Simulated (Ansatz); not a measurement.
Here is an Ansatz 0.2.0 calculation.

input.yaml

```yaml
crystal:
  lattice:
    - [3.16, 0.0, 0.0]
    - [0.0, 3.16, 0.0]
    - [0.0, 0.0, 3.16]
  atoms:
    - { symbol: Sb, position: [0.0, 0.0, 0.0] }
hamiltonian:
  xc: pbe
  pseudopotentials: { kind: paw }
kpoints:
  mp_grid: { grid: [8, 8, 8] }
scf:
  occupations: { method: gaussian, width: 0.028 }
output:
  forces: true
  stress: true
  eigenvalues: true
```

Potentials or basis: Ansatz PAW.

The run is started by

```bash
$ ansatz run input.yaml --threads 2 --pin off --max-ram 5632MiB --backend cpu --events-out ev --progress --plain --runs-dir out
```

Problem. What does it give for the pressure?

Solution. -2.3 GPa.

Problem. Predict the band gap on the k mesh.

Solution. None (metal or under the smearing width).

The run has no spin-orbit coupling, so splittings on Sb are missing.
